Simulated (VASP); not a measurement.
PbS, 4 atoms in the cell. The cell holds a slab with vacuum, 4 atoms: a = 10.518 Å, b = 4.158 Å, c = 4.158 Å, α = 92.81°, β = 90.00°, γ = 90.00°.  The cell isn't the ideal one: strained and moved within a subgroup.

```yaml
Program: VASP 6.6.1
Task: single point
Functional: PBE
Potentials_or_basis: VASP PAW PBE potentials, release 64 (Pb_d, S)
Cutoff: 520 eV
k_mesh: 4 × 6 × 6
Occupations: gaussian, width 0.02 eV
Spin: no spin polarisation
Dipole_correction: no
Further_INCAR_settings: ALGO = Fast; EDIFF = 1e-07; NBANDS = 28
```

Potentials or basis: VASP PAW PBE potentials, release 64 (Pb_d, S).

Launch:

```bash
$ cat potpaw_PBE.64/Pb_d/POTCAR potpaw_PBE.64/S/POTCAR > POTCAR
$ mpirun -np 1 vasp_std > vasp.out
```

Hardware: 1 thread of AMD EPYC 9R45 (Zen 5) (shared host).

Q: Estimate the wall time of this run.

A: It took 2.5 min on 1 thread of AMD EPYC 9R45 (Zen 5), with other jobs on the host, peak memory 0.33 GiB. Counts: scf iterations 18, k points 39.
